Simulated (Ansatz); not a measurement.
The system is La2O3.

```
La O
1.0
     6.26678    0.00000    0.00000
    -3.13339    5.42719    0.00000
     0.00000    0.00000    3.29977
La O
2 3
Direct
  0.66667 0.33333 0.50000
  0.33333 0.66667 0.50000
  0.50801 0.00000 0.00000
  0.00000 0.50801 0.00000
  0.49199 0.49199 0.00000
```

The cell comes from a database or a generator and needn't be the stable form of this composition.

```yaml
Program: Ansatz 0.2.0
Task: relaxation of cell and atoms
Functional: PBE
Potentials_or_basis: Ansatz PAW
Cutoff: "420 eV (not typed: the program's choice for these potentials)"
k_mesh: 5 × 5 × 8
Occupations: fermi-dirac, width 0.05 eV
Spin: no spin polarisation
```

At the start: volume 22.45 Å³/atom.

Problem. Where does the relaxation end?

Solution. It ends after 7 steps and the volume is 23.11 Å³/atom (+3.0 %); space group P6/mmm (No. 191, to 0.05 Å).

The path:
```
step  energy change (eV)  largest force (eV/Å)  volume (Å³)
   1              0.0000                0.0460       112.23
   2             -0.0275                0.0341       115.40
   3             -0.0278                0.0271       115.48
   4             -0.0289                0.0020       115.39
   5             -0.0364                0.0020       115.39
   6             -0.0362                0.0002       115.56
   7             -0.0365                0.0002       115.56
```

Final structure:
```xyz
5
Lattice="6.3717 0.0000 0.0000 -3.1859 5.5181 0.0000 0.0000 0.0000 3.2867" Properties=species:S:1:pos:R:3 pbc="T T T"
La    3.1859    1.8394    1.6434
La    0.0000    3.6787    1.6434
O     3.1860    0.0000    0.0000
O    -1.5930    2.7592    0.0000
O     1.5929    2.7589    0.0000
```

Caveat: the plane-wave basis is chosen anew once the cell has moved, so the energies of steps on either side of that aren't comparable; the pressure holds a Pulay correction of +0.3 GPa for the finite cutoff.
